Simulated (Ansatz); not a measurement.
Take a crystal in which Si has been replaced by Sn on all its sites, with the cell rescaled by a rough guess (in some cases also distorted within its space group) and nothing relaxed:

```
Mg Sn
1.0
     0.00000    3.24139    3.24139
     3.24139    0.00000    3.24139
     3.24139    3.24139    0.00000
Mg Sn
2 1
Direct
  0.25000 0.25000 0.25000
  0.75000 0.75000 0.75000
  0.00000 0.00000 0.00000
```

Computed with Ansatz, DFT PBEsol, scalar-relativistic, plane waves, PAW.

Cutoff 420 eV; k points 12×12×12 on the computed 3-atom cell (Γ-centred); Gaussian smearing, width 0.10 eV; no spin polarisation.

(1) What pressure does the cell carry?

(2) Is it a metal on this mesh?

(3) What is its energy against the elements in their standard states?

Answers

(1) The pressure is 6.7 GPa (positive in compression), so the cell would expand.

(2) Yes, a band crosses the Fermi level.

(3) -0.153 eV/atom at this unrelaxed geometry, with the elements in the same functional.